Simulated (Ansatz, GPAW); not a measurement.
**ZrC: programs and potentials compared**

```
CELL_PARAMETERS angstrom
0.00000 2.36500 2.36500
2.36500 0.00000 2.36500
2.36500 2.36500 0.00000
ATOMIC_POSITIONS crystal
Zr 0.50000 0.50000 0.50000
C 0.00000 0.00000 0.00000
```

Alike in all runs: task single point; functional PBE; k mesh 10 × 10 × 10; occupations gaussian, width 0.014 eV; no spin polarisation; no spin-orbit coupling. Pressure is positive in compression and, in plane waves, holds the error of the finite cutoff, which Ansatz's Pulay term estimates and takes out.

```csv
program and potentials,plane-wave cutoff (eV),notes,pressure (GPa)
"Ansatz, Ansatz PAW",420,Pulay term of +0.20 GPa included,-2.96
"Ansatz, all-electron LAPW, scalar-relativistic",-,-,-2.90
"GPAW, GPAW PAW data sets (gpaw-data 1.2.1)",800,-,-3.88
```

The pressure spans -3.88 (GPAW, GPAW PAW data sets (gpaw-data 1.2.1)) to -2.90 GPa (Ansatz, all-electron LAPW, scalar-relativistic), with all-electron results at -2.90.

The functional is the same throughout but for its coding, so the spread measures potentials, basis and numerics; runs on potential files found faulty are left out.
